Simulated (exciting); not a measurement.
Input of an exciting (release sodium) run:

input.xml

```xml
<input>
  <title>Pd</title>
  <structure speciespath="./" tshift="false">
    <crystal scale="1">
      <basevect>0.000000000000 3.678351901584 3.678351901584</basevect>
      <basevect>3.678351901584 0.000000000000 3.678351901584</basevect>
      <basevect>3.678351901584 3.678351901584 0.000000000000</basevect>
    </crystal>
    <species speciesfile="Pd.xml" rmt="2.3">
      <atom coord="0.000000000000 0.000000000000 0.000000000000"/>
    </species>
  </structure>
  <groundstate do="fromscratch" ngridk="12 12 12" rgkmax="9" gmaxvr="14" lmaxapw="10" lmaxmat="10" lmaxvr="8" xctype="GGA_PBE" stype="Gaussian" swidth="0.00080849" nempty="12" ValenceRelativity="iora*" epsengy="1e-05" epspot="1e-05" maxscl="60" tforce="true" outputlevel="normal"/>
  <properties>
    <chargedensityplot>
      <plot3d>
        <box grid="14 14 14">
          <origin coord="0 0 0"/>
          <point coord="1 0 0"/>
          <point coord="0 1 0"/>
          <point coord="0 0 1"/>
        </box>
      </plot3d>
    </chargedensityplot>
    <elfplot>
      <plot3d>
        <box grid="14 14 14">
          <origin coord="0 0 0"/>
          <point coord="1 0 0"/>
          <point coord="0 1 0"/>
          <point coord="0 0 1"/>
        </box>
      </plot3d>
    </elfplot>
    <exccplot>
      <plot3d>
        <box grid="14 14 14">
          <origin coord="0 0 0"/>
          <point coord="1 0 0"/>
          <point coord="0 1 0"/>
          <point coord="0 0 1"/>
        </box>
      </plot3d>
    </exccplot>
  </properties>
</input>
```

Potentials or basis: all-electron LAPW+lo, shipped species files, valence relativity iora*.

Command:

```console
$ OMP_NUM_THREADS=1 exciting_smp
```

Task: Estimate the band gap on the k mesh.

Result: None (metal or under the smearing width).
